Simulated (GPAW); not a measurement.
As, 1 atom in the cell. Symmetry: Pm-3m, No. 221, cubic system. The conventional cell has a = 2.704 Å, b = 2.704 Å, c = 2.704 Å, α = 90.00°, β = 90.00°, γ = 90.00°. Around As (site symmetry m-3m) lie 6 As at 2.70 Å. This isn't the form of As at room conditions, which is rhombohedral.

* Program: GPAW 26.7.0
* Task: relaxation of cell and atoms
* Functional: PBEsol
* Dispersion: D3
* Potentials or basis: PAW data sets generated in the run's folder for this functional
* Cutoff: 600 eV
* Basis: pw
* k mesh: 10 × 10 × 10
* Occupations: fermi-dirac, width 0.05 eV
* Spin: no spin polarisation
* Maxiter: 150
* Optimizer: BFGS
* Fmax: 0.02 eV/Å
* Max steps: 60
* Convergence: density=1e-05 forces=0.0001

Potentials or basis: PAW data sets generated in the run's folder for this functional, pw.

Command:

```sh
$ gpaw-setup -f PBEsol As
$ OMP_NUM_THREADS=1 python run.py
```

Hardware: 1 thread of Arm Neoverse V2, with other jobs on the host.

**Question.** Estimate the wall time of this run.

**Answer.** Wall time 11 s on 1 thread of Arm Neoverse V2 (shared host), peak memory 0.16 GiB. Counts: scf iterations 27, plane waves 691, bands 9, k points 56, ion steps 3.
